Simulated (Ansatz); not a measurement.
# SnO2 (Pa-3) in Ansatz: relaxation of cell and atoms with PBE+D3(BJ)

Aim: the relaxation of cell and atoms of SnO2 with PBE+D3(BJ).

Program: Ansatz 0.2.0. These are calculated values, not measurements. Logs are shortened: lines on timing, memory, paths and dates and some standing lists are left out, and cuts for length are marked.

### 1 Starting point

Symmetry: Pa-3, No. 205, cubic system. Conventional cell: a = 5.175 Å, b = 5.175 Å, c = 5.175 Å, α = 90.00°, β = 90.00°, γ = 90.00°. Sn (site symmetry -3) has 6 O at 2.11 Å as nearest neighbours. Around O (site symmetry 3) lie 3 Sn at 2.11 Å.

Measurements of this composition are mostly on another form, of space group No. 136.

### 2 Relaxation of cell and atoms, PBE+D3(BJ)

The input, input.yaml:

```yaml
crystal:
  lattice:
    - [5.175256, 0.0, 0.0]
    - [0.0, 5.175256, 0.0]
    - [0.0, 0.0, 5.175256]
  atoms:
    - { symbol: Sn, position: [0.0, 0.0, 0.0] }
    - { symbol: Sn, position: [0.5, 0.0, 0.5] }
    - { symbol: Sn, position: [0.5, 0.5, 0.0] }
    - { symbol: Sn, position: [0.0, 0.5, 0.5] }
    - { symbol: O, position: [0.661098, 0.838902, 0.161098] }
    - { symbol: O, position: [0.838902, 0.161098, 0.661098] }
    - { symbol: O, position: [0.161098, 0.661098, 0.838902] }
    - { symbol: O, position: [0.338902, 0.338902, 0.338902] }
    - { symbol: O, position: [0.661098, 0.661098, 0.661098] }
    - { symbol: O, position: [0.838902, 0.338902, 0.161098] }
    - { symbol: O, position: [0.161098, 0.838902, 0.338902] }
    - { symbol: O, position: [0.338902, 0.161098, 0.838902] }
hamiltonian:
  xc: pbe
  pseudopotentials: { kind: paw }
  dispersion: d3bj
kpoints:
  mp_grid: { grid: [4, 4, 4] }
scf:
  occupations: { method: fermi_dirac, width: 0.05 }
output:
  forces: true
  stress: true
  eigenvalues: true
  write_density: true
  write_potential: true
  elf: true
  volumetric_format: npy
relax:
  f_tol: 0.01
  max_steps: 40
  cell: { stress_tol: 0.05 }
```

Potentials or basis: Ansatz PAW.

Started as:

```
ansatz run input.yaml --threads 4 --pin off --max-ram 11264MiB --backend cpu --events-out ev --progress --plain --runs-dir out
```

Standard output:

```text
Warning: RAYON_NUM_THREADS=4 ignored (pool sized by the plan → 4); use --threads N
Engine: ansatz 0.2.0, aarch64-unknown-linux-gnu
Pseudopotentials: kind: paw
Pseudopotential: Sn, paw, valence charge 14, recommended cutoff 420 eV (normal), Sn.paw.azcp
Pseudopotential: O, paw, valence charge 6, recommended cutoff 420 eV (normal), O.paw.azcp
Functional definition: PBE
  parameter kappa = 0.804
  parameter beta = 0.06672455060314922
  exchange = pbe_x(kappa = kappa, mu = beta*pi^2/3)
  correlation = pbe_c(beta = beta)
Crystal: 12 atoms, lattice volume = 138.610 Å³
Basis set: ecut = 420 eV, 2721 PW (Γ), exchange–correlation on 72×72×72 points (8 copies of the dense FFT grid, shifted against one another)
Bands: 64, of which v1, the nominal top of the filled ones, is band 52 counted from 1 (51 counted from 0)
Symmetry: 24 space group operations
Space group: Pa-3 (ITA 205), of the structure as read, at distance tolerance 5.2e-5 Å
k-points: 11 of 64
Non-local potential: Sn, projectors of the file, l = 0: 2, l = 1: 2, l = 2: 2, l = 3: 2
Non-local potential: O, projectors of the file, l = 0: 2, l = 1: 2, l = 2: 1
PAW form: soft (Blöchl's): semilocal exchange-correlation on the pseudo side does not see the compensation charge
PAW one-centre angular grid: Sn, 590 points (default); XC on 64 Gauss nodes
PAW one-centre angular grid: O, 110 points (default); XC on 64 Gauss nodes
Initial density: superposition of atomic densities (neutral atoms: chi_scale 0, normalization atom), corrected by the library's trained network
Initial wavefunctions: pseudopotential atomic-orbital guess
Functional: x = pbe(κ = 0.804, μ = 0.2195149727645171), c = pbe(β = 0.06672455060314922)
SCF iter   1: F=—  HF=-28637.480093 eV  |F-HF|=—  |Δ(HF+E_count)|=         —  Δρ=1.66e-3  dr2=2.44e-3  ethr=1.77e-3  ⟨swp⟩=5.7  Hψ=2845  notcnv=0  defer=14
preconditioner: auto → Resta (q_TF=auto, 2.601 Å⁻¹)  ε∞=3.9  [insulator: Δε(μ)=0.568 eV  Ē_g=18.977 eV  σ=0.050 eV  W_gap=0.98  n_scr=32 (ndim 8)  ℏωp=32.2 eV  f_vac=0.000  D(μ)=0.02/eV (n_scr^D=0)  ε∞_Penn≈3.9]
SCF iter   2: F=—  HF=-28637.482728 eV  |F-HF|=—  |Δ(HF+E_count)|=   2.64e-3  Δρ=6.85e-4  dr2=3.73e-4  ethr=2.35e-6  ⟨swp⟩=2.3  Hψ=1349  notcnv=0  defer=37
SCF iter   3: F=—  HF=-28637.483351 eV  |F-HF|=—  |Δ(HF+E_count)|=   6.23e-4  Δρ=2.32e-4  dr2=5.21e-5  ethr=3.58e-7  ⟨swp⟩=2.1  Hψ=1086  notcnv=0  defer=37
SCF iter   4: F=—  HF=-28637.483264 eV  |F-HF|=—  |Δ(HF+E_count)|=   8.69e-5  Δρ=3.87e-5  dr2=1.94e-6  ethr=5.01e-8  ⟨swp⟩=2.0  Hψ=954  notcnv=0  defer=37
iter 5 did not close the SCF: its close was put off for the readings that it lacked (scf_convergence_deferred on its scf_iter line)
SCF iter   5: F=-28637.483266 eV  HF=-28637.483266 eV  |F-HF|=3.76e-7  |Δ(HF+E_count)|=   2.02e-6  Δρ=1.29e-5  dr2=8.33e-8  ethr=1.86e-9  ⟨swp⟩=2.4  Hψ=1141  notcnv=0  defer=37
SCF iter   6: F=-28637.483266 eV  HF=-28637.483266 eV  |F-HF|=3.18e-9  |Δ(HF+E_count)|=   4.01e-7  Δρ=1.17e-6  dr2=1.15e-9  ethr=8.01e-11  ⟨swp⟩=13.0  Hψ=5194  notcnv=0
SCF 1 converged in 6 iterations: F = -28637.483266 eV  dr2 = 1.15e-9
relax step   1: F+E_penalty+E_count = -28637.48326634 eV  Δ(F+E_penalty+E_count) = +0.000e0 eV  max|allowed force component| = 4.123e-3 eV/Å  Δτ_max = 0.0000 Å  P = -3.820 GPa  Ω = 138.610 Å³  (6 SCF iters, dr2 threshold 1.00e-7 eV, accepted)
Crystal: 12 atoms, lattice volume = 135.845 Å³
Basis set: ecut = 420 eV, 2601 PW (Γ), exchange–correlation on 72×72×72 points (8 copies of the dense FFT grid, shifted against one another)
Initial density: handed on by an earlier stage of this run
Initial wavefunctions: those handed on with the density
iter 1 solved again at ethr=1.47e-5 eV; its pass at ethr=3.10e-3 eV (dr2=1.53e-2 eV) is discarded
SCF iter   1: F=—  HF=-28637.535662 eV  |F-HF|=—  |Δ(HF+E_count)|=         —  Δρ=4.04e-3  dr2=1.66e-2  ethr=1.47e-5  ⟨swp⟩=2.5  Hψ=2851  notcnv=0
preconditioner: auto → Resta (q_TF=auto, 2.609 Å⁻¹)  ε∞=3.9  [insulator: Δε(μ)=0.783 eV  Ē_g=19.181 eV  σ=0.050 eV  W_gap=1.00  n_scr=32 (ndim 8)  ℏωp=32.5 eV  f_vac=0.000  D(μ)=0.00/eV (n_scr^D=0)  ε∞_Penn≈3.9]
[... 66 lines left out ...]
basis re-selected at this cell: Δ(F+E_penalty+E_count) = +2.479e-3 eV, ΔP = -0.004 GPa vs the last step (what re-selecting the basis moved, of the pressure what is left beyond the Pulay correction that the steps carried, after the strain that the cell walked since its last selection, with what the two solves' SCF thresholds leave and, on support functions, any second-order correction that the steps lacked; it is no measure of the basis error at this ecutwfc). This SCF's stress stands 6.90e-3 GPa from its target on what of the cell is left free (relax.cell.stress_tol is 5.00e-2 GPa) and its largest allowed force component is 3.16e-5 eV/Å (relax.f_tol is 1.00e-2 eV/Å): within both
SCF converged after 8 iterations
Free energy (F): -28637.515836 eV
Harris-Foulkes:  -28637.515836 eV  (|F-HF|=1.46e-11)
Internal energy: -28637.515768 eV  (E = F + TS)
E sigma→0 (E₀):  -28637.515802 eV
Entropy (-TS):   -0.000068 eV (-0.006 meV/atom)
Fermi energy:    10.830925 eV
--- Per-component energies (eV) ---
  E_band       = -125.654931
  E_kinetic    = 2160.794894
  E_local      = -4909.002625  (includes V_loc(G=0)·N_el)
  E_nonlocal   = 267.883473
  E_hartree    = 2629.152625
  E_xc         = -2108.611984
  E_vxc        = -1126.318546  (∫ρ·V_xc dr)
  E_paw        = -17855.923325  (= ΣΔE_a)
  E_vpaw       = -1777.336930  (= ΣTr[D̂ρ^β])
  E_aug_tail   = 0.019554  (compensation charges beyond the density's cutoff)
  E_ewald      = -8819.000956
  E_disp       = -2.827425  (pairwise vdW)
  E_smearing   = -0.000068  (= −TS)
  E_closure    = -0.000000  (closes the sum)
  Σ components = -28637.515836   (vs F -28637.515836, Δ=0.00e0)
--- Forces (eV/Å), atoms counted from 1 ---
  atom   1  Sn     0.00000000    -0.00000000     0.00000000
  atom   2  Sn    -0.00000000    -0.00000000     0.00000000
  atom   3  Sn    -0.00000000     0.00000000    -0.00000000
  atom   4  Sn     0.00000000     0.00000000    -0.00000000
  atom   5  O     -0.00003159     0.00003159    -0.00003159
  atom   6  O      0.00003159    -0.00003159    -0.00003159
  atom   7  O     -0.00003159    -0.00003159     0.00003159
  atom   8  O      0.00003159     0.00003159     0.00003159
  atom   9  O     -0.00003159    -0.00003159    -0.00003159
  atom  10  O      0.00003159     0.00003159    -0.00003159
  atom  11  O     -0.00003159     0.00003159     0.00003159
  atom  12  O      0.00003159    -0.00003159     0.00003159
  max |Σ_I F_I| component: 1.85e-17 eV/Å
--- Stress (GPa, compression-positive) ---
       -0.006900       0.000000       0.000000
        0.000000      -0.006900      -0.000000
        0.000000      -0.000000      -0.006900
  P = ⅓ Tr σ = -0.0069 GPa (-0.069 kbar)
--- Band table (eV; the first three rows and the last of 11) ---
  k-point 0: bands = ["-10.4569", "-10.4569", "-10.4569", "-9.7224", "-9.7224", "-9.7224", "-9.6676", "-9.6676", "-9.6279", "-9.6047", "-9.6047", "-9.6047", "-9.5387", "-9.5387", "-9.5387", "-9.4691", "-9.4691", "-9.4691", "-9.4647", "-9.4647", "-8.4011", "-6.7508", "-6.7508", "-6.7508", "-5.7620", "-4.9633", "-4.9633", "-4.9633", "3.3266", "3.3266", "3.3266", "5.2196", "5.2196", "5.2196", "5.6130", "5.6130", "7.8523", "7.8523", "7.8523", "8.2880", "8.2880", "8.2880", "8.6613", "9.3311", "9.3311", "9.3311", "9.6647", "9.6647", "10.0746", "10.3133", "10.3133", "10.3133", "11.1325", "16.3319", "16.3319", "16.3319", "17.8924", "17.8924", "17.8924", "19.0575", "19.0575", "19.0575", "19.2836", "21.8711"]
  k-point 1: bands = ["-10.3890", "-10.3852", "-10.3670", "-9.8127", "-9.8038", "-9.7876", "-9.7086", "-9.6677", "-9.6267", "-9.6157", "-9.6014", "-9.5975", "-9.5570", "-9.5554", "-9.5385", "-9.4926", "-9.4826", "-9.4804", "-9.4722", "-9.4705", "-8.2283", "-7.0808", "-6.5027", "-6.4416", "-5.7480", "-5.1797", "-5.0796", "-5.0165", "3.0215", "3.1076", "3.8474", "5.3006", "5.4020", "5.5324", "5.7350", "6.2785", "7.2948", "7.3699", "7.4232", "8.2410", "8.3834", "8.5361", "8.6982", "8.8100", "9.2714", "9.4711", "9.5307", "9.6596", "9.8395", "10.2175", "10.2453", "10.3474", "12.4814", "15.6123", "15.6305", "16.0045", "18.1041", "18.2841", "18.6647", "19.0154", "19.2177", "19.2577", "19.6248", "21.1181"]
  k-point 2: bands = ["-10.2834", "-10.2834", "-10.1202", "-10.1202", "-9.9236", "-9.9236", "-9.6814", "-9.6814", "-9.6192", "-9.6192", "-9.5968", "-9.5968", "-9.5506", "-9.5506", "-9.5235", "-9.5235", "-9.4975", "-9.4975", "-9.4760", "-9.4760", "-7.7259", "-7.7259", "-6.0015", "-6.0015", "-5.7737", "-5.7737", "-5.1286", "-5.1286", "2.8575", "2.8575", "5.1106", "5.1106", "5.4358", "5.4358", "6.3845", "6.3845", "6.9543", "6.9543", "7.3651", "7.3651", "8.6981", "8.6981", "8.8966", "8.8966", "9.0035", "9.0035", "9.6541", "9.6541", "9.9250", "9.9250", "10.3664", "10.3664", "14.2057", "14.2057", "15.4135", "15.4135", "18.2526", "18.2526", "19.0478", "19.0478", "19.9547", "19.9547", "20.2072", "20.2072"]
  k-point 10: bands = ["-10.3247", "-10.3247", "-10.3247", "-10.3247", "-9.6896", "-9.6896", "-9.6896", "-9.6896", "-9.6215", "-9.6215", "-9.6215", "-9.6215", "-9.4976", "-9.4976", "-9.4976", "-9.4976", "-9.4902", "-9.4902", "-9.4902", "-9.4902", "-6.7471", "-6.7471", "-6.7471", "-6.7471", "-5.7604", "-5.7604", "-5.7604", "-5.7604", "4.3407", "4.3407", "4.3407", "4.3407", "6.3747", "6.3747", "6.3747", "6.3747", "6.7602", "6.7602", "6.7602", "6.7602", "8.7459", "8.7459", "8.7459", "8.7459", "9.1962", "9.1962", "9.1962", "9.1962", "9.7654", "9.7654", "9.7654", "9.7654", "15.5710", "15.5710", "15.5710", "15.5710", "17.7862", "17.7862", "17.7862", "17.7862", "21.5594", "21.5594", "21.5594", "21.5594"]
--- Relaxed structure (4 steps of the walk, 4 accepted, 2 SCFs on fresh bases) ---
  F+E_penalty+E_count = -28637.51583635 eV   max|allowed force component| = 3.159e-5 eV/Å   (the final SCF, on the basis selected at the relaxed cell)
  cell:  # Å, volume = 135.8474 Å³
    - [5.140639584213314, 1.861732279574328e-33, 6.419766481290786e-35]
    - [1.6049416203226963e-33, 5.140639584213314, 0.0]
    - [-1.925929944387236e-34, 0.0, 5.140639584213314]
  atoms:
    - { symbol: Sn, position: [-1.614875041204217e-20, 3.0551689968728407e-21, -2.793297368569476e-20] }
    - { symbol: Sn, position: [0.5, 3.055168996872829e-21, 0.5] }
    - { symbol: Sn, position: [0.5, 0.5, -2.7932973685694736e-20] }
    - { symbol: Sn, position: [-1.6148750412042423e-20, 0.5, 0.5] }
    - { symbol: O, position: [0.660200338408502, 0.8397996615914981, 0.1602003384085019] }
    - { symbol: O, position: [0.8397996615914981, 0.1602003384085019, 0.660200338408502] }
    - { symbol: O, position: [0.1602003384085019, 0.660200338408502, 0.8397996615914981] }
    - { symbol: O, position: [0.3397996615914981, 0.3397996615914981, 0.3397996615914981] }
    - { symbol: O, position: [0.660200338408502, 0.660200338408502, 0.660200338408502] }
    - { symbol: O, position: [0.8397996615914981, 0.3397996615914981, 0.1602003384085019] }
    - { symbol: O, position: [0.1602003384085019, 0.8397996615914981, 0.3397996615914981] }
    - { symbol: O, position: [0.3397996615914981, 0.1602003384085019, 0.8397996615914981] }
```

Run time: 20 s. Hardware: 4 threads of Arm Neoverse N1, shared host; peak memory 0.56 GiB.

What came out:

* Free energy: -28637.5158 eV
* Relaxed volume: 11.32 Å³/atom
* Relaxed cell: a = 5.141 Å, b = 5.141 Å, c = 5.141 Å, α = 90.00°, β = 90.00°, γ = 90.00°
* Space group after relaxing (to 0.05 Å): Pa-3 (No. 205)
* Energy gained by relaxing: 2.7 meV/atom
* Ionic steps: 6
* Pressure after relaxing: 0.0 GPa
* Band gap on the k mesh: 0.77 eV, indirect (least direct gap 0.82 eV)

Step by step:
```
step  energy change (eV)  largest force (eV/Å)  volume (Å³)
   1              0.0000                0.0071       138.61
   2             -0.0479                0.0029       135.84
   3             -0.0474                0.0003       135.95
   4             -0.0344                0.0005       135.95
   5             -0.0350                0.0001       135.85
   6             -0.0326                0.0001       135.85
```

Final structure:
```
CELL_PARAMETERS angstrom
5.14064 0.00000 0.00000
0.00000 5.14064 0.00000
0.00000 0.00000 5.14064
ATOMIC_POSITIONS crystal
Sn 0.00000 0.00000 0.00000
Sn 0.50000 0.00000 0.50000
Sn 0.50000 0.50000 0.00000
Sn 0.00000 0.50000 0.50000
O 0.66020 0.83980 0.16020
O 0.83980 0.16020 0.66020
O 0.16020 0.66020 0.83980
O 0.33980 0.33980 0.33980
O 0.66020 0.66020 0.66020
O 0.83980 0.33980 0.16020
O 0.16020 0.83980 0.33980
O 0.33980 0.16020 0.83980
```

Caveat: the plane-wave basis is chosen anew once the cell has moved, so the energies of steps on either side of that aren't comparable; the pressure holds a Pulay correction of +0.9 GPa for the finite cutoff; spin-orbit coupling is left out, which moves the levels of the heavy elements.
